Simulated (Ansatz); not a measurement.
Runs of Ansatz 0.2.0 on Sb. The cell holds a slab with vacuum, 4 atoms: a = 3.160 Å, b = 3.160 Å, c = 24.480 Å, α = 90.00°, β = 90.00°, γ = 90.00°. The slab is cut from a database's or a generator's crystal, which needn't be the stable form of the element.

```csv
task,level,cell,cutoff (eV),basis error allowed,gap on the mesh (eV),largest force (eV/Å),work function (eV)
single point,PBE,"the (1 0 0) slab of Sb, cut from the database cell, not relaxed",184,0.001 eV/atom,none,0.55,4.38
single point,LDA,as given,169,0.002 eV/atom,none,0.76,4.66
projected density of states,PBE,"the (1 0 0) slab of Sb, cut from the database cell, not relaxed",169,0.002 eV/atom,-,0.55,4.38
single point,PBEsol,as given,169,0.002 eV/atom,none,0.70,(a)
relaxation of the atoms,PBE,"atoms relaxed from: the (1 0 0) slab of Sb, cut from the database cell, not relaxed",-,0.002 eV/atom,none,-,-
```

Alike in all rows: potentials or basis all-electron LAPW, scalar-relativistic; no spin polarisation; k mesh 8 × 8 × 1; smearing fermi-dirac 0.05 eV.

Q: Fill in the values left out.

A: (a) 4.47.

A k mesh can miss the band edges, and the runs leave out spin-orbit coupling on Sb.

A gap of «none» marks a metal or a gap under the smearing width.

Not every run made on this cell is shown here.
